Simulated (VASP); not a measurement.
**Zr: relaxation of cell and atoms with PBE**

Crystal: Zr.

```
CELL_PARAMETERS angstrom
3.02467 -1.99908 0.00000
3.02467 1.99908 0.00000
0.00000 0.00000 8.15473
ATOMIC_POSITIONS crystal
Zr 0.85000 0.15000 0.11700
Zr 0.65000 0.35000 0.61700
Zr 0.15000 0.85000 0.88300
Zr 0.35000 0.65000 0.38300
```

The cell was built by a generator and needn't be a form met in nature.

```yaml
Program: VASP 6.6.1
Task: relaxation of cell and atoms
Functional: PBE
Potentials_or_basis: VASP PAW PBE potentials, release 64 (Zr_sv)
Cutoff: 600 eV
k_mesh: 6 × 6 × 2
Occupations: gaussian, width 0.1 eV
Spin: no spin polarisation
Dipole_correction: no
Further_INCAR_settings: ALGO = Fast; EDIFF = 1e-06; IBRION = 2; EDIFFG = -0.04; NSW = 90; ISIF = 3
```

| Item | Value |
| --- | --- |
| Relaxed volume | 23.15 Å³/atom |
| Relaxed cell | a = 3.207 Å, b = 3.207 Å, c = 9.005 Å, α = 90.00°, β = 90.00°, γ = 89.88° |
| Space group after relaxing (to 0.05 Å) | Fm-3m (No. 225) |
| Energy gained by relaxing | 821.2 meV/atom |
| Ionic steps | 37 |
| Pressure after relaxing | 0.2 GPa |
| Largest force after relaxing | 0.031 eV/Å |
| Band gap on the k mesh | none (metal or under the smearing width) |

Forces on the atoms (eV/Å):
```
Zr   0.000  0.013  0.029
Zr   0.000 -0.013  0.029
Zr   0.000 -0.013 -0.029
Zr   0.000  0.013 -0.029
```

Stress tensor (GPa, compression positive):
```
0.16 0.00 0.00
0.00 0.26 0.00
0.00 0.00 0.18
```

The path:
```csv
step,energy change (eV),largest force (eV/Å),pressure (GPa),volume (Å³)
1,0.0000,4.1418,2.74,98.62
2,-2.4415,0.3442,-7.24,102.99
3,-2.4736,0.3314,-7.24,103.11
4,-2.5153,0.3128,-7.24,103.32
5,-2.5912,0.2904,-6.90,103.67
6,-2.7267,0.3605,-5.12,104.02
7,-2.7879,1.1039,6.45,90.83
8,-2.8861,0.7357,0.75,96.43
9,-2.9796,0.4056,-0.16,95.57
10,-3.0166,0.2034,-0.59,94.72
11,-3.0183,0.1725,-0.73,94.50
12,-3.0611,0.1661,0.99,92.18
13,-3.0660,0.1703,1.73,91.28
14,-3.1026,0.1611,-0.08,92.86
15,-3.1252,0.1702,-1.98,94.96
16,-3.1329,0.1939,-2.72,95.98
17,-3.1378,0.2013,-4.22,97.97
18,-3.1380,0.1961,-3.28,96.78
19,-3.1490,0.2009,-3.36,96.87
20,-3.1755,0.2055,-3.56,97.11
21,-3.1755,0.4294,-3.81,97.44
22,-3.1862,0.2602,-3.73,97.26
23,-3.2097,0.2722,-2.95,96.29
24,-3.2498,0.3145,-0.65,93.55
25,-3.2536,0.3355,0.47,92.36
26,-3.2591,0.2953,0.46,92.33
27,-3.2712,0.1766,0.49,92.23
28,-3.2744,0.1735,0.68,92.03
29,-3.2766,0.1096,0.59,92.11
30,-3.2790,0.0982,0.04,92.70
31,-3.2792,0.0865,-0.51,93.32
32,-3.2794,0.0910,-0.40,93.10
33,-3.2813,0.0713,-0.35,93.08
34,-3.2842,0.0486,-0.30,93.01
35,-3.2842,0.0560,-0.27,93.00
36,-3.2847,0.0232,0.23,92.44
37,-3.2848,0.0314,0.20,92.58
```

Final structure:
```yaml
crystal:
  lattice:
    - [2.26978, -2.26492, 0.00000]
    - [2.26978, 2.26492, 0.00000]
    - [0.00000, 0.00000, 9.00465]
  atoms:
    - { symbol: Zr, position: [0.75093, 0.24907, 0.12479] }
    - { symbol: Zr, position: [0.74907, 0.25093, 0.62479] }
    - { symbol: Zr, position: [0.24907, 0.75093, 0.87521] }
    - { symbol: Zr, position: [0.25093, 0.74907, 0.37521] }
```

Levels at points of the mesh, in eV from the Fermi level:
| k point | band 22 | band 23 | band 24 | band 25 | band 26 | band 27 |
| --- | --- | --- | --- | --- | --- | --- |
| (0.00, 0.00, 0.00) | -0.94 | -0.92 | 0.94 | 0.96 | 1.02 | 1.27 |
| (0.50, 0.00, 0.00) | -0.39 | -0.21 | -0.21 | 0.75 | 0.75 | 0.84 |
| (0.50, 0.50, 0.00) | -1.73 | -0.41 | -0.41 | -0.40 | -0.39 | 2.44 |
| (0.00, 0.00, 0.50) | -1.88 | 0.33 | 0.33 | 1.34 | 1.34 | 1.83 |
| (0.50, 0.00, 0.50) | 0.08 | 0.09 | 0.09 | 0.65 | 0.65 | 0.66 |
| (0.50, 0.50, 0.50) | -1.73 | -1.73 | -1.73 | 1.50 | 1.50 | 1.52 |

Wall time 87 min on 1 thread of Intel(R) Xeon(R) Platinum 8259CL CPU @ 2.50GHz (Skylake/Cascade Lake), with other jobs on the host, peak memory 0.29 GiB.

Caveat: the k mesh is coarse (spacing up to 0.39 Å⁻¹), so the values aren't converged.
